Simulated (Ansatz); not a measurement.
**hcp against fcc along the 5d metals**

The calculation used Ansatz 0.2.0, DFT, PBE, plane waves (420 eV) with PAW, scalar-relativistic.

Each structure is relaxed within its symmetry, in the lowest magnetic state of the tried starts. Differences under about 8 meV lie within the error of the k-point mesh. Some of these cells lie far above the measured volume under this functional.

| element | E(hcp) − E(fcc) (meV/atom) | V(hcp) (Å³/atom) | V(fcc) (Å³/atom) | state of hcp | state of fcc |
| --- | --- | --- | --- | --- | --- |
| Lu | -43 | 29.17 | 29.10 | spin not included | spin not included |
| Hf | -71 | 22.56 | 22.58 | spin not included | spin not included |
| Ta | 41 | 18.74 | 18.83 | spin not included | spin not included |
| W | 18 | 16.53 | 16.46 | spin not included | spin not included |
| Re | -63 | 14.95 | 15.01 | spin not included | spin not included |
| Os | -138 | 14.28 | 14.35 | spin not included | spin not included |
| Ir | 79 | 14.57 | 14.51 | non-magnetic | non-magnetic |
| Pt | 59 | 15.77 | 15.66 | spin not included | spin not included |
| Au | ? | ? | ? | ? | ? |
| Hg | -15 | 31.22 | 32.01 | spin not included | spin not included |

**Question.** Fill in the row of Au.

**Answer.** E(hcp) − E(fcc) (meV/atom): 6; V(hcp) (Å³/atom): 17.98; V(fcc) (Å³/atom): 17.95; state of hcp: spin not included; state of fcc: spin not included.
